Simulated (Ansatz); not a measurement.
Input and command of a calculation in Ansatz (plane waves; scalar-relativistic PAW potentials unless the input names others):

```yaml
crystal:
  lattice:
    - [-1.82682245, 1.82682245, 1.82682245]
    - [1.82682245, -1.82682245, 1.82682245]
    - [1.82682245, 1.82682245, -1.82682245]
  atoms:
    - { symbol: Hf, position: [0.0, 0.0, 0.0] }
basis:
  ecutwfc: 420
kpoints:
  mp_grid: { grid: [16, 16, 16] }
hamiltonian:
  xc: pbe
scf:
  occupations: { method: fermi_dirac, width: 0.3 }
  n_extra_bands: 0
  max_iter: 100
output:
  forces: true
  eigenvalues: true
  stress: true
```

```bash
ansatz run input.yaml --threads 1 --pin off --max-ram 1331MiB --backend cpu --events-out ev --progress --plain --runs-dir out
```

Problem. What is wrong with this input?

Solution. The program refuses it, because of too few bands (scf.n_extra_bands: not typed → 0). Also changed, but not at fault: scf.occupations: {"method": "gaussian", "width": 0.1} → {"method": "fermi_dirac", "width": 0.3}. With the sound run's settings it is accepted.

Abridged log:
```
Error: inconsistent input (scf.n_extra_bands, scf.occupations.method): n_bands = 13 leaves no empty band above the 13 bands per channel that the deck's 26 electrons occupy, and the occupations search for the Fermi level (a smearing at a finite width, or tetrahedra): a level found among occupied bands alone can fill a metal as an insulator; raise scf.n_extra_bands until at least 14 bands are solved (omitted, it auto-derives to 18) (see scf.n_extra_bands in the input reference)
```